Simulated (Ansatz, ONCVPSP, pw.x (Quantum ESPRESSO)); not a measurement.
What a changed setting does to a pw.x run (bcc Rh)

Potential: optimised norm-conserving Vanderbilt (ONCV), ONCVPSP 4.0.1.1 (patched build), PBE; core [Ar] 3d10, reference 4s2 4p6 4d7 5s2; waves: 4s+5s: rc 1.85 bohr, ncon 4, nbas 9, qcut 5.2 1/bohr, 2 projectors; 4p: rc 1.45 bohr, ncon 3, nbas 6, qcut 7.5 1/bohr, 1 projector; 4d: rc 2.20 bohr, ncon 4, nbas 9, qcut 8.2 1/bohr, 2 projectors, debl 3.2 Ha; local part: polynomial inside 1.30 bohr (lpopt 5, dvloc0 2 Ha); core correction: Teter function, fcfact 2.75, rcfact 1.84.

The reference run (k-mesh 15³, cutoffs 60/240 Ry, Fermi–Dirac 0.01 Ry, mixing_beta 0.4, conv_thr 1e-9, no spin) gives 0.45 GPa at 14.536 Å³/atom, where all-electron LAPW gives -0.18 GPa. This run, with its own iteration cap, changes mixing_mode to local-TF.

```
&control
  calculation='scf', prefix='x', pseudo_dir='./', outdir='./tmp', tstress=.true., disk_io='none'
/
&system
  ibrav=0, nat=1, ntyp=1, ecutwfc=60, ecutrho=240, nbnd=17,
  occupations='smearing', smearing='fd', degauss=0.01
/
&electrons
  conv_thr=1e-09, mixing_beta=0.4, electron_maxstep=60, mixing_mode='local-TF'
/
ATOMIC_SPECIES
Rh 1.0 Rh.UPF
CELL_PARAMETERS angstrom
  -1.53742867 1.53742867 1.53742867
  1.53742867 -1.53742867 1.53742867
  1.53742867 1.53742867 -1.53742867
ATOMIC_POSITIONS crystal
Rh 0.0000 0.0000 0.0000
K_POINTS automatic
15 15 15 0 0 0
```

```bash
pw.x < Rh.scf.in > Rh.scf.out
```

Q: How does the run end?

A: It converges in 6 iterations; the free energy moves by +0.0 meV/atom and the pressure by +0.02 GPa. The result is that of the reference run.

```
Message from routine setup:
     using ibrav=0 with symmetry is DISCOURAGED, use correct ibrav instead
     lattice parameter (alat)  =       5.0322  a.u.
     unit-cell volume          =      98.0938 (a.u.)^3
     number of electrons       =        17.00
     number of Kohn-Sham states=           17
     kinetic-energy cutoff     =      60.0000  Ry
     charge density cutoff     =     240.0000  Ry
     scf convergence threshold =      1.0E-09
     Exchange-correlation= PBE
     number of k points=   120  Fermi-Dirac smearing, width (Ry)=  0.0100
     iteration #  1     ecut=    60.00 Ry     beta= 0.40
     total energy              =    -235.28519995 Ry
     estimated scf accuracy    <       0.00182362 Ry
     iteration #  2     ecut=    60.00 Ry     beta= 0.40
     total energy              =    -235.28492472 Ry
     estimated scf accuracy    <       0.00071448 Ry
     iteration #  3     ecut=    60.00 Ry     beta= 0.40
     total energy              =    -235.28498981 Ry
     estimated scf accuracy    <       0.00000423 Ry
     iteration #  4     ecut=    60.00 Ry     beta= 0.40
     total energy              =    -235.28499113 Ry
     estimated scf accuracy    <       0.00000028 Ry
     iteration #  5     ecut=    60.00 Ry     beta= 0.40
     total energy              =    -235.28499117 Ry
     estimated scf accuracy    <       0.00000004 Ry
     iteration #  6     ecut=    60.00 Ry     beta= 0.40
     the Fermi energy is    20.9170 ev
!    total energy              =    -235.28499117 Ry
     estimated scf accuracy    <          6.2E-10 Ry
     smearing contrib. (-TS)   =      -0.00981506 Ry
     The total energy is F=E-TS. E is the sum of the following terms:
     one-electron contribution =     -54.77739568 Ry
     hartree contribution      =      40.04582806 Ry
     xc contribution           =     -39.54138071 Ry
     ewald contribution        =    -181.00222778 Ry
     convergence has been achieved in   6 iterations
          total   stress  (Ry/bohr**3)                   (kbar)     P=        4.69
     Message from routine punch:
     Nothing written, as per user request (disk_io='none')
```

The run took about 10 s on one core of a shared host (Neoverse-V2, 48 threads, 185 GiB, load 14).
